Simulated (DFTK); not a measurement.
# Ag (Fm-3m) in DFTK: notebook

The runs below take Ag through relaxation of cell and atoms, with LDA, PBE, PBEsol, RPBE, BLYP.

Program: DFTK 0.8.2. These are calculated values, not measurements. Logs are shortened: lines on timing, memory, paths and dates and some standing lists are left out, and cuts for length are marked.

## (1) The structure

It takes space group Fm-3m (No. 225, cubic). The conventional cell has a = 4.085 Å, b = 4.085 Å, c = 4.085 Å, α = 90.00°, β = 90.00°, γ = 90.00°. Ag (site symmetry m-3m) has 12 Ag at 2.89 Å as nearest neighbours.

## (2) Relaxation of cell and atoms, LDA

File run.jl:

```julia
using DFTK
using PseudoPotentialData
using Unitful, UnitfulAtomic
using LinearAlgebra, Printf
include("save.jl")
disable_threading()

# lattice vectors are the columns
lattice = austrip(1u"Å") * [           0.0        2.04275        2.04275;
                  2.04275            0.0        2.04275;
                  2.04275        2.04275            0.0]
symbols   = [:Ag]
positions = [[0.0, 0.0, 0.0]]
pseudopotentials = Dict(:Ag => "Ag.upf")
elements = Dict(s => ElementPsp(s, pseudopotentials; rcut=10.0) for s in unique(symbols))
atoms    = [elements[s] for s in symbols]

build_model(lattice, positions; symmetries=true) =
    model_DFT(lattice, atoms, positions;
              functionals=LDA(),
              temperature=austrip(0.05u"eV"),
              smearing=Smearing.FermiDirac(),
              kinetic_blowup=BlowupCHV(),
              symmetries)
Ecut  = 52.0  # hartree
kgrid = [8, 8, 8]
tol   = 1e-6
to_GPa = ustrip(uconvert(u"GPa", 1u"hartree/bohr^3"))

model0 = build_model(lattice, positions)
model  = model0
basis0 = PlaneWaveBasis(model; Ecut, kgrid)
display(basis0)
results["steps"] = []
previous = Ref{Any}(nothing)
n = 1
w = 3sqrt(n)  # weight of the strain variables
unpack(x) = (DFTK.voigt_strain_to_full(x[3n+1:end] / w) * lattice, [lattice \ x[3i-2:3i] for i in 1:n])

function energy_gradient(x)
    cell, pos = unpack(x)
    model = build_model(cell, pos; symmetries=model0.symmetries)
    basis = PlaneWaveBasis(model; Ecut, kgrid, basis0.fft_size)
    ρ0 = isnothing(previous[]) ? guess_density(basis) : previous[].ρ * previous[].basis.dvol / basis.dvol
    scfres = self_consistent_field(basis;
                                   tol,
                                   ρ=ρ0,
                                   nbandsalg=AdaptiveBands(model; n_bands_converge=14),
                                   callback=identity)
    previous[] = scfres
    forces = compute_forces_cart(scfres)
    G = -vcat([lattice' \ (cell' * f) for f in forces]...)
    stress = compute_stresses_cart(scfres)
    σ = stress / DFTK.voigt_strain_to_full(x[3n+1:end] / w)'
    G = vcat(G, model.unit_cell_volume * DFTK.full_stress_to_voigt((σ + σ') / 2) / w)
    @printf "step %3d  F = %.8f Ha  max force = %.5f eV/Å  p = %8.4f GPa  V = %.4f Å^3  SCF %d\n" length(results["steps"]) scfres.energies.total ustrip(auconvert(u"eV/Å", maximum(norm, forces))) (-tr(stress) / 3 * to_GPa) ustrip(auconvert(u"Å^3", model.unit_cell_volume)) scfres.n_iter
    push!(results["steps"], Dict("total" => scfres.energies.total, "cell" => rows(eachcol(cell)), "frac" => rows(pos), "forces" => rows(forces), "n_iter" => scfres.n_iter, "stress" => rows(eachrow(stress))))
    scfres.energies.total, G
end

x0 = vcat([lattice * p for p in positions]..., zeros(6))
gtol = 2e-4
function bfgs(x; maxsteps, maxmove=0.3)
    H = Matrix(0.3I, length(x), length(x))  # start Hessian, hartree/bohr^2
    _, g = energy_gradient(x)
    for step in 1:maxsteps
        maximum(abs, g) < gtol && return x, true
        λ, V = eigen(Symmetric(H))
        dx = -V * ((V' * g) ./ abs.(λ))
        dx *= min(1, maxmove / maximum(abs, dx))
        x += dx
        _, gnew = energy_gradient(x)
        dg, Hdx = gnew - g, H * dx
        H += dg * dg' / dot(dg, dx) - Hdx * Hdx' / dot(dx, Hdx)
        g = gnew
    end
    x, maximum(abs, g) < gtol
end
x, relaxed = bfgs(x0; maxsteps=30)
println(relaxed ? "Gradient converged" : "Stopped without reaching the gradient tolerance")
scfres = previous[]
cell, pos = unpack(x)
println("Final lattice vectors (Å)")
display(round.(ustrip.(auconvert.(u"Å", cell')); digits=6))
println("Final reduced positions")
foreach((s, p) -> println(s, "  ", round.(p; digits=6)), symbols, pos)
results["relaxed"] = relaxed
display(scfres.energies)
@printf "Fermi level: %.6f eV\n" ustrip(auconvert(u"eV", something(scfres.εF, NaN)))
forces = compute_forces_cart(scfres)
println("Forces (eV/Å)")
for (s, f) in zip(symbols, forces)
    @printf "%-3s %12.6f %12.6f %12.6f\n" s ustrip.(auconvert.(u"eV/Å", f))...
end
stress = compute_stresses_cart(scfres)
println("Stress (GPa)")
display(round.(stress * to_GPa; digits=4))
println("Levels at the first k-point (eV): ", round.(ustrip.(auconvert.(u"eV", scfres.eigenvalues[1][1:scfres.n_bands_converge])); digits=4))
save_scf!(scfres; forces, stress)
```

Potentials or basis: SG15 1.2 (PBE).

The run is started by

```sh
> julia --threads=1 run.jl  # save.jl only writes the numbers to a file and isn't shown; printed stress counts tension as positive; times include loading and compiling
```

The program printed:

```text
PlaneWaveBasis discretization:

    Ecut                 : 52.0 Ha
    fft_size             : (40, 40, 40), 64000 total points
    kgrid                : MonkhorstPack([8, 8, 8])
    num.   red. kpoints  : 512
    num. irred. kpoints  : 29

    Discretized Model(lda_x+lda_c_pw, 3D):
        lattice (in Bohr)    : [0         , 3.86024   , 3.86024   ]
                               [3.86024   , 0         , 3.86024   ]
                               [3.86024   , 3.86024   , 0         ]
        unit cell volume     : 115.05 Bohr³

        atoms                : Ag
        atom potentials      : ElementPsp(:Ag, "Ag.upf")

        num. electrons       : 19
        spin polarization    : none
        temperature          : 0.0018375 Ha
        smearing             : DFTK.Smearing.FermiDirac()

        terms                : Kinetic(, blowup=BlowupCHV())
                               AtomicLocal()
                               AtomicNonlocal()
                               Ewald(nothing)
                               PspCorrection()
                               Hartree()
                               Xc(lda_x, lda_c_pw)
                               Entropy()
step   0  F = -143.65557390 Ha  max force = 0.00000 eV/Å  p =  -7.7730 GPa  V = 17.0481 Å^3  SCF 7
step   1  F = -143.65635960 Ha  max force = 0.00000 eV/Å  p =  -4.1114 GPa  V = 16.4788 Å^3  SCF 8
step   2  F = -143.65660080 Ha  max force = 0.00000 eV/Å  p =   0.7833 GPa  V = 15.8834 Å^3  SCF 8
step   3  F = -143.65660841 Ha  max force = 0.00000 eV/Å  p =  -0.0600 GPa  V = 15.9758 Å^3  SCF 6
Gradient converged
Final lattice vectors (Å)
3×3 Matrix{Float64}:
 0.0       1.99899  1.99899
 1.99899  -0.0      1.99899
 1.99899   1.99899  0.0
Final reduced positions
Ag  [-0.0, -0.0, 0.0]
Energy breakdown (in Ha):
    Kinetic             47.8066938
    AtomicLocal         -98.4050799
    AtomicNonlocal      -6.9519935
    Ewald               -109.5377598
    PspCorrection       5.9486549
    Hartree             30.8680044
    Xc                  -13.3849820
    Entropy             -0.0001463

    total               -143.656608407101
Fermi level: 10.509306 eV
Forces (eV/Å)
Ag      0.000000    -0.000001     0.000001
Stress (GPa)
3×3 StaticArraysCore.SMatrix{3, 3, Float64, 9} with indices SOneTo(3)×SOneTo(3):
  0.06  -0.0    0.0
 -0.0    0.06  -0.0
  0.0   -0.0    0.06
Levels at the first k-point (eV): [-81.6049, -44.7845, -44.7845, -44.7845, 2.2471, 5.6783, 5.6783, 5.6783, 6.8763, 6.8763, 27.0689, 30.8692, 30.8692, 30.8692]
```

Wall time 5.7 min (1 thread of Intel Xeon Platinum 8259CL at 2.50GHz (Skylake/Cascade Lake), shared host); peak memory 1.7 GiB.

Results:

- Free energy: -3909.0955 eV
- Relaxed volume: 15.98 Å³/atom
- Relaxed cell: a = 2.827 Å, b = 2.827 Å, c = 2.827 Å, α = 60.00°, β = 60.00°, γ = 60.00°
- Space group after relaxing (to 0.05 Å): Fm-3m (No. 225)
- Energy gained by relaxing: 28.1 meV/atom
- Ionic steps: 4
- Pressure after relaxing: -0.1 GPa
- Band gap on the k mesh: none (metal or under the smearing width)

The path:
```csv
step,energy change (eV),largest force (eV/Å),pressure (GPa),volume (Å³)
1,0.0000,0.0000,-7.77,17.05
2,-0.0214,0.0000,-4.11,16.48
3,-0.0279,0.0000,0.78,15.88
4,-0.0281,0.0000,-0.06,15.98
```

Final structure:
```xyz
1
Lattice="0.0000 1.9990 1.9990 1.9990 0.0000 1.9990 1.9990 1.9990 0.0000" Properties=species:S:1:pos:R:3 pbc="T T T"
Ag    0.0000    0.0000    0.0000
```

Levels at points of the mesh, in eV from the Fermi level:
```tsv
k point	band 7	band 8	band 9	band 10	band 11	band 12	band 13	band 14
(0.00, 0.00, 0.00)	-4.83	-4.83	-3.63	-3.63	16.56	20.36	20.36	20.36
(-0.50, 0.00, 0.00)	-4.86	-2.72	-2.72	-0.52	4.05	15.77	18.61	18.61
(-0.50, -0.50, 0.00)	-2.75	-2.48	-2.48	1.58	7.33	11.05	11.05	18.14
```

Caveat: the potentials were made for another functional, which shifts forces and pressure.

## (3) Relaxation of cell and atoms, PBE

run.jl, as its differences from that of step 2:

```diff
@@ -19,3 +19,3 @@
     model_DFT(lattice, atoms, positions;
-              functionals=LDA(),
+              functionals=PBE(),
               temperature=austrip(0.05u"eV"),
```

Potentials or basis: SG15 1.2 (PBE).

The run is started by

```sh
> julia --threads=1 run.jl  # save.jl only writes the numbers to a file and isn't shown; printed stress counts tension as positive; times include loading and compiling
```

The program printed:

```text
PlaneWaveBasis discretization:

    Ecut                 : 52.0 Ha
    fft_size             : (40, 40, 40), 64000 total points
    kgrid                : MonkhorstPack([8, 8, 8])
    num.   red. kpoints  : 512
    num. irred. kpoints  : 29

    Discretized Model(gga_x_pbe+gga_c_pbe, 3D):
        lattice (in Bohr)    : [0         , 3.86024   , 3.86024   ]
                               [3.86024   , 0         , 3.86024   ]
                               [3.86024   , 3.86024   , 0         ]
        unit cell volume     : 115.05 Bohr³

        atoms                : Ag
        atom potentials      : ElementPsp(:Ag, "Ag.upf")

        num. electrons       : 19
        spin polarization    : none
        temperature          : 0.0018375 Ha
        smearing             : DFTK.Smearing.FermiDirac()

        terms                : Kinetic(, blowup=BlowupCHV())
                               AtomicLocal()
                               AtomicNonlocal()
                               Ewald(nothing)
                               PspCorrection()
                               Hartree()
                               Xc(gga_x_pbe, gga_c_pbe)
                               Entropy()
step   0  F = -143.82018952 Ha  max force = 0.00000 eV/Å  p =   5.2219 GPa  V = 17.0481 Å^3  SCF 7
step   1  F = -143.82054009 Ha  max force = 0.00000 eV/Å  p =   2.6874 GPa  V = 17.4378 Å^3  SCF 7
step   2  F = -143.82068561 Ha  max force = 0.00000 eV/Å  p =   0.3170 GPa  V = 17.8709 Å^3  SCF 7
step   3  F = -143.82068794 Ha  max force = 0.00000 eV/Å  p =   0.0247 GPa  V = 17.9305 Å^3  SCF 6
Gradient converged
Final lattice vectors (Å)
3×3 Matrix{Float64}:
 0.0      2.0774  2.0774
 2.0774  -0.0     2.0774
 2.0774   2.0774  0.0
Final reduced positions
Ag  [-0.0, 0.0, -0.0]
Energy breakdown (in Ha):
    Kinetic             48.0691701
    AtomicLocal         -104.7798264
    AtomicNonlocal      -7.0764245
    Ewald               -105.4032401
    PspCorrection       5.3001614
    Hartree             33.6349498
    Xc                  -13.5653275
    Entropy             -0.0001508

    total               -143.820687937789
Fermi level: 9.033974 eV
Forces (eV/Å)
Ag     -0.000000     0.000001     0.000001
Stress (GPa)
3×3 StaticArraysCore.SMatrix{3, 3, Float64, 9} with indices SOneTo(3)×SOneTo(3):
 -0.0247   0.0     -0.0
 -0.0     -0.0247   0.0
  0.0     -0.0     -0.0247
Levels at the first k-point (eV): [-82.7291, -46.1071, -46.1071, -46.1071, 1.8321, 4.6007, 4.6007, 4.6007, 5.5468, 5.5468, 25.3768, 28.585, 28.585, 28.585]
```

Run time: 5.7 min. Hardware: 1 thread of Intel Xeon Platinum 8259CL at 2.50GHz (Skylake/Cascade Lake), shared host; peak memory 1.7 GiB.

Results:

```yaml
Free_energy: -3913.5603 eV
Relaxed_volume: 17.93 Å³/atom
Relaxed_cell: a = 2.938 Å, b = 2.938 Å, c = 2.938 Å, α = 60.00°, β = 60.00°, γ = 60.00°
Space_group_after_relaxing_to_0.05_Å: Fm-3m (No. 225)
Energy_gained_by_relaxing: 13.6 meV/atom
Ionic_steps: 4
Pressure_after_relaxing: 0.0 GPa
Band_gap_on_the_k_mesh: none (metal or under the smearing width)
```

The path:
```csv
step,energy change (eV),largest force (eV/Å),pressure (GPa),volume (Å³)
1,0.0000,0.0000,5.22,17.05
2,-0.0095,0.0000,2.69,17.44
3,-0.0135,0.0000,0.32,17.87
4,-0.0136,0.0000,0.02,17.93
```

Final structure:
```xyz
1
Lattice="0.0000 2.0774 2.0774 2.0774 0.0000 2.0774 2.0774 2.0774 0.0000" Properties=species:S:1:pos:R:3 pbc="T T T"
Ag    0.0000    0.0000    0.0000
```

## (4) Relaxation of cell and atoms, PBEsol

run.jl, as its differences from that of step 3:

```diff
@@ -19,3 +19,3 @@
     model_DFT(lattice, atoms, positions;
-              functionals=PBE(),
+              functionals=PBEsol(),
               temperature=austrip(0.05u"eV"),
```

The run is started by

```sh
> julia --threads=1 run.jl  # save.jl only writes the numbers to a file and isn't shown; printed stress counts tension as positive; times include loading and compiling
```

Run time: 4.5 min. Hardware: 1 thread of Intel Xeon Platinum 8259CL at 2.50GHz (Skylake/Cascade Lake), shared host; peak memory 1.7 GiB.

The run converged. Its results:

| Property | Result |
| --- | --- |
| Free energy | -3910.0629 eV |
| Relaxed volume | 16.69 Å³/atom |
| Relaxed cell | a = 2.868 Å, b = 2.868 Å, c = 2.868 Å, α = 60.00°, β = 60.00°, γ = 60.00° |
| Space group after relaxing (to 0.05 Å) | Fm-3m (No. 225) |
| Energy gained by relaxing | 2.7 meV/atom |
| Ionic steps | 3 |
| Pressure after relaxing | 0.1 GPa |
| Band gap on the k mesh | none (metal or under the smearing width) |

Step by step:
| step | energy change (eV) | largest force (eV/Å) | pressure (GPa) | volume (Å³) |
| --- | --- | --- | --- | --- |
| 1 | 0.0000 | 0.0000 | -2.36 | 17.05 |
| 2 | -0.0020 | 0.0000 | -1.24 | 16.87 |
| 3 | -0.0027 | 0.0000 | 0.07 | 16.69 |

Final structure:
```xyz
1
Lattice="0.0000 2.0282 2.0282 2.0282 0.0000 2.0282 2.0282 2.0282 0.0000" Properties=species:S:1:pos:R:3 pbc="T T T"
Ag    0.0000    0.0000    0.0000
```

Levels at points of the mesh, in eV from the Fermi level:
| k point | band 7 | band 8 | band 9 | band 10 | band 11 | band 12 | band 13 | band 14 |
| --- | --- | --- | --- | --- | --- | --- | --- | --- |
| (0.00, 0.00, 0.00) | -4.65 | -4.65 | -3.55 | -3.55 | 16.45 | 20.08 | 20.08 | 20.08 |
| (-0.50, 0.00, 0.00) | -4.67 | -2.72 | -2.72 | -0.36 | 3.88 | 15.64 | 18.31 | 18.31 |
| (-0.50, -0.50, 0.00) | -2.75 | -2.50 | -2.50 | 1.69 | 7.05 | 10.94 | 10.94 | 17.52 |

Caveat: the potentials were made for another functional, which shifts forces and pressure.

## (5) Relaxation of cell and atoms, RPBE

run.jl, as its differences from that of step 4:

```diff
@@ -19,3 +19,3 @@
     model_DFT(lattice, atoms, positions;
-              functionals=PBEsol(),
+              functionals=[:gga_x_rpbe, :gga_c_pbe],
               temperature=austrip(0.05u"eV"),
```

Potentials or basis: SG15 1.2 (PBE).

The run is started by

```sh
> julia --threads=1 run.jl  # save.jl only writes the numbers to a file and isn't shown; printed stress counts tension as positive; times include loading and compiling
```

The program printed:

```text
PlaneWaveBasis discretization:

    Ecut                 : 52.0 Ha
    fft_size             : (40, 40, 40), 64000 total points
    kgrid                : MonkhorstPack([8, 8, 8])
    num.   red. kpoints  : 512
    num. irred. kpoints  : 29

    Discretized Model(gga_x_rpbe+gga_c_pbe, 3D):
        lattice (in Bohr)    : [0         , 3.86024   , 3.86024   ]
                               [3.86024   , 0         , 3.86024   ]
                               [3.86024   , 3.86024   , 0         ]
        unit cell volume     : 115.05 Bohr³

        atoms                : Ag
        atom potentials      : ElementPsp(:Ag, "Ag.upf")

        num. electrons       : 19
        spin polarization    : none
        temperature          : 0.0018375 Ha
        smearing             : DFTK.Smearing.FermiDirac()

        terms                : Kinetic(, blowup=BlowupCHV())
                               AtomicLocal()
                               AtomicNonlocal()
                               Ewald(nothing)
                               PspCorrection()
                               Hartree()
                               Xc(gga_x_rpbe, gga_c_pbe)
                               Entropy()
step   0  F = -143.85156703 Ha  max force = 0.00000 eV/Å  p =   9.7408 GPa  V = 17.0481 Å^3  SCF 7
step   1  F = -143.85279039 Ha  max force = 0.00000 eV/Å  p =   5.0693 GPa  V = 17.7798 Å^3  SCF 8
step   2  F = -143.85337729 Ha  max force = 0.00000 eV/Å  p =   1.0391 GPa  V = 18.6480 Å^3  SCF 9
step   3  F = -143.85340876 Ha  max force = 0.00001 eV/Å  p =   0.1261 GPa  V = 18.8857 Å^3  SCF 7
Gradient converged
Final lattice vectors (Å)
3×3 Matrix{Float64}:
 0.0      2.11366  2.11366
 2.11366  0.0      2.11366
 2.11366  2.11366  0.0
Final reduced positions
Ag  [-0.0, -0.0, 0.0]
Energy breakdown (in Ha):
    Kinetic             48.1471324
    AtomicLocal         -107.5686967
    AtomicNonlocal      -7.1142763
    Ewald               -103.5952600
    PspCorrection       5.0320722
    Hartree             34.8495610
    Xc                  -13.6038307
    Entropy             -0.0001107

    total               -143.853408764734
Fermi level: 8.473369 eV
Forces (eV/Å)
Ag     -0.000006    -0.000000     0.000010
Stress (GPa)
3×3 StaticArraysCore.SMatrix{3, 3, Float64, 9} with indices SOneTo(3)×SOneTo(3):
 -0.1261  -0.0      0.0
  0.0     -0.1261   0.0
  0.0      0.0     -0.1261
Levels at the first k-point (eV): [-83.1942, -46.6199, -46.6199, -46.6199, 1.6539, 4.1598, 4.1598, 4.1598, 5.0126, 5.0126, 24.6305, 27.5834, 27.5834, 27.5834]
```

Run time: 6.1 min. Hardware: 1 thread of Intel Xeon Platinum 8259CL at 2.50GHz (Skylake/Cascade Lake), shared host; peak memory 1.7 GiB.

What came out:

```yaml
Free_energy: -3914.4507 eV
Relaxed_volume: 18.89 Å³/atom
Relaxed_cell: a = 2.989 Å, b = 2.989 Å, c = 2.989 Å, α = 60.00°, β = 60.00°, γ = 60.00°
Space_group_after_relaxing_to_0.05_Å: Fm-3m (No. 225)
Energy_gained_by_relaxing: 50.1 meV/atom
Ionic_steps: 4
Pressure_after_relaxing: 0.1 GPa
Band_gap_on_the_k_mesh: none (metal or under the smearing width)
```

Step by step:
```csv
step,energy change (eV),largest force (eV/Å),pressure (GPa),volume (Å³)
1,0.0000,0.0000,9.74,17.05
2,-0.0333,0.0000,5.07,17.78
3,-0.0493,0.0000,1.04,18.65
4,-0.0501,0.0000,0.13,18.89
```

Final structure:
```cif
data_structure
_symmetry_space_group_name_H-M 'P 1'
_symmetry_Int_Tables_number 1
_cell_length_a 2.9892
_cell_length_b 2.9892
_cell_length_c 2.9892
_cell_angle_alpha 60.000
_cell_angle_beta 60.000
_cell_angle_gamma 60.000
_cell_volume 18.89
loop_
_atom_site_label
_atom_site_type_symbol
_atom_site_fract_x
_atom_site_fract_y
_atom_site_fract_z
_atom_site_occupancy
Ag1 Ag 0.00000 0.00000 0.00000 1
```

Caveat: the potentials were made for another functional, which shifts forces and pressure. RPBE and its kin give volumes clearly too large for solids.

[end of part 1 of 2]
